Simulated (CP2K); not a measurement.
# SnTe under changes of volume

One of the cells (31.281 Å³/atom); the others are scaled copies at fixed shape and fractional positions:

```
Te Sn
1.0
     4.45597    0.00000    0.00000
     2.22799    3.85899    0.00000
     2.22799    1.28633    3.63829
Te Sn
1 1
Cartesian
  4.4560 2.5727 1.8191
  0.0000 0.0000 0.0000
```

| Quantity | Value |
| --- | --- |
| Program | CP2K 2026.2 |
| Functional | PBE |
| Potentials or basis | POTENTIAL_UZH Te GTH-PBE-q6, Sn GTH-PBE-q14; TZVP-MOLOPT-PBE-GTH basis |
| Density cutoff | 8163 eV |
| k mesh | 7 × 7 × 7 |
| Occupations | fermi-dirac, width 0.05 eV |
| Spin | no spin polarisation |

```tsv
volume (Å³/atom)	energy over the lowest point (meV/atom)	pressure (GPa)
29.404	?	?
30.030	38.43	4.6
30.656	22.83	3.4
31.281	11.61	2.4
31.907	4.32	1.4
32.532	0.57	0.5
33.158	0.00	-0.2
```

What does the run at 29.404 Å³/atom give?

Energy over the lowest point 58.88 meV/atom; pressure 5.9 GPa.

Worked out: A Birch-Murnaghan fit of order 3 (a polynomial in V^(-2/3)) to the other rows has its minimum at 32.96 Å³/atom with B0 = V·E''(V) = 40 GPa and B' = 4.5. It gives 58.91 meV/atom at 29.404 Å³/atom, against the run's 58.88, and -dE/dV = 5.9 GPa, against 5.9.

Energies are extrapolated to zero smearing.

Caveats: the basis of atomic orbitals isn't converged, which shifts pressures, moduli and gaps.
